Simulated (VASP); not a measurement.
Input of a VASP 6.6.1 run:

The input INCAR:

```
SYSTEM = KCl
PREC     = Accurate       ! precision mode
ENCUT    = 520            ! plane-wave cutoff, eV
EDIFF    = 1E-7           ! SCF threshold, eV
ISMEAR   = 0              ! smearing method
SIGMA    = 0.05           ! smearing width, eV
LREAL    = .False.        ! projectors in reciprocal space
LASPH    = .True.         ! aspherical terms in the spheres
NELM     = 80             ! most SCF steps
ALGO     = Fast           ! electronic algorithm
ISIF     = 2              ! what is computed and relaxed
LWAVE    = .False.        ! write WAVECAR
LCHARG   = .True.         ! write CHGCAR
GGA      = PS             ! functional
LELF     = .True.         ! ELF
LVHAR    = .True.       
NBANDS   = 24             ! bands
```

File KPOINTS:

```
regular mesh
0
Gamma
  6 6 6
  0 0 0
```

File POSCAR:

```
KCl
1.0
    0.0000000000     -3.1207041401     -3.1207041401
   -3.1207041401      0.0000000000     -3.1207041401
    3.1207041401      3.1207041401     -6.2414082803
K Cl
2 2
Direct
    0.5244053508      0.4918648831      0.4918648831
    0.0244053508      0.9918648831     -0.0081351169
    0.7230829979      0.7589723340      0.7589723340
    0.2230829979      0.2589723340      0.2589723340
```

Potentials or basis: VASP PAW PBE potentials, release 64 (K_sv, Cl).

Launch:

```console
$ cat potpaw_PBE.64/K_sv/POTCAR potpaw_PBE.64/Cl/POTCAR > POTCAR
$ mpirun -np 1 vasp_std > vasp.out
```

Problem. Predict the largest force.

Solution. 0.335 eV/Å.

Problem. What does it give for the pressure?

Solution. 0.4 GPa.

Problem. What does it give for the band gap on the k mesh?

Solution. 5.11 eV.

Stress tensor (GPa, compression positive):
```
-0.01  0.00  0.00
 0.00  1.30  0.00
 0.00  0.00 -0.01
```

Caveat: the PAW data sets were made with another functional, which shifts forces and pressure a little. A k mesh can miss the band edges.
